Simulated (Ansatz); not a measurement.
Reactions of FH₇O₃Si₃, SMILES `O[Si](F)(O[SiH3])O[SiH3]`.

Isolated molecules relaxed with PBE0-D4/def2-TZVP in Ansatz; ΔE leaves out vibrations. CBS: MP2 limit from def2 TZ/QZ plus the TZ coupled-cluster correction, frozen cores. This one scheme is used for every species. Elements past krypton have def2 core potentials. For Ge, In, Sb outer-core shells are correlated without core-valence functions, which leaves a few kJ/mol of doubt a bond. Scalar relativity is left out up to krypton. Each species was taken in one conformer, which may not be the lowest.

Task: Order these by ΔE at CCSD(T)/CBS, lowest first. (An estimate is asked.)
A. `O[Si](F)(O[SiH3])O[SiH3]` + `[NH2][SbH2]` → `[NH2][SbH][SiH3]` + `O[Si](O)(F)O[SiH3]`
B. `O[Si](F)(O[SiH3])O[SiH3]` + `OCCO` → `OCCO[SiH3]` + `O[Si](O)(F)O[SiH3]`
C. `O[Si](F)(O[SiH3])O[SiH3]` + `C[O][GeH]([OH])[Cl]` → `C[O][GeH]([Cl])[O][SiH3]` + `O[Si](O)(F)O[SiH3]`
D. `O[Si](F)(O[SiH3])O[SiH3]` + `C=C(S)Cl` → `C=C(Cl)S[SiH3]` + `O[Si](O)(F)O[SiH3]`
E. `O[Si](F)(O[SiH3])O[SiH3]` + `[CH3][InH2]` → `[SiH3][CH2][InH2]` + `O[Si](O)(F)O[SiH3]`

Result: C (+1.5 kJ/mol), B (+15.0 kJ/mol), D (+48.1 kJ/mol), A (+72.3 kJ/mol), E (+90.9 kJ/mol).

Largest T1 diagnostic: 0.014, for `[NH2][SbH][SiH3]`.
